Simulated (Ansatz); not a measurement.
# BeTe: the crystal squeezed far

The task here is to estimate one member of a computed series from the others.

Program: Ansatz 0.2.0. Level of theory: DFT, PBEsol, PAW with Ansatz's default frozen-core files, scalar-relativistic. These are calculated values, not measurements.

## Starting point

Symmetry: Fm-3m, No. 225, cubic system. The conventional cell has a = 4.945 Å, b = 4.945 Å, c = 4.945 Å, α = 90.00°, β = 90.00°, γ = 90.00°. Around Be (site symmetry m-3m) lie 6 Te at 2.47 Å. Te (site symmetry m-3m) is surrounded by 6 Be at 2.47 Å.

Coordinates:

```cif
data_structure
_symmetry_space_group_name_H-M 'Fm-3m'
_symmetry_Int_Tables_number 225
_cell_length_a 4.9447
_cell_length_b 4.9447
_cell_length_c 4.9447
_cell_angle_alpha 90.000
_cell_angle_beta 90.000
_cell_angle_gamma 90.000
_cell_volume 120.90
loop_
_atom_site_label
_atom_site_type_symbol
_atom_site_symmetry_multiplicity
_atom_site_Wyckoff_symbol
_atom_site_fract_x
_atom_site_fract_y
_atom_site_fract_z
_atom_site_occupancy
Be1 Be 4 a 0.00000 0.00000 0.00000 1
Te1 Te 4 b 0.50000 0.00000 0.00000 1
```

The file gives the conventional cell by its symmetry; the runs use the cell typed in the input.

Whether this phase is the stable one at these pressures isn't tested.

Atoms are numbered in the order of the input: Be1, Te2.

Set-up of the first run:

input.yaml reads:

```yaml
crystal:
  lattice:
    - [0.0, 2.4723605563, 2.4723605563]
    - [2.4723605563, 0.0, 2.4723605563]
    - [2.4723605563, 2.4723605563, 0.0]
  atoms:
    - { symbol: Be, position: [0.0, 0.0, 0.0] }
    - { symbol: Te, position: [0.5, 0.5, 0.5] }
kpoints:
  mp_grid: { grid: [15, 15, 15] }
scf:
  occupations: { method: fermi_dirac, width: 0.08 }
hamiltonian:
  xc: pbesol
  pseudopotentials: { kind: paw }
output:
  forces: true
  stress: true
  write_density: true
  write_potential: true
  elf: true
  volumetric_format: npy
relax:
  f_tol: 0.005
  max_steps: 40
  cell: {}
```

On the command line:

```bash
$ ansatz run input.yaml --threads 1 --pin off --max-ram 2048MiB --backend cpu --events-out ev --progress --plain --runs-dir out
```

Among the steps run: Cell relaxed at zero pressure, PAW; More of the same log: cell relaxed at zero pressure; Volume scaled by 1, PAW; Volume scaled by 0.9, PAW; Volume scaled by 0.8, PAW; Volume scaled by 0.7, PAW; Volume scaled by 0.6, PAW; Volume scaled by 0.5, PAW; Volume scaled by 0.4, PAW; Volume scaled by 0.4, PAW (cutoff 600 eV).

One table of the session follows, with a row left open; its other results are not shown here.

```
             method  volume over the first  volume (Å³/atom)  pressure (GPa)
                PAW                      1            18.625            0.03
                PAW                    0.9            16.763            9.53
                PAW                    0.8            14.900           25.57
                PAW                    0.7            13.038           53.39
                PAW                    0.6            11.175          103.81
                PAW                    0.5                 ?               ?
                PAW                    0.4             7.450          405.81
PAW (cutoff 600 eV)                    0.4             7.450          405.74
```

Estimate the missing values for PAW, 0.5.

The run gave: volume (Å³/atom): 9.313; pressure (GPa): 199.65. In the column «volume (Å³/atom)» it lies between PAW (cutoff 600 eV), 0.4 (7.450) and PAW, 0.6 (11.175).
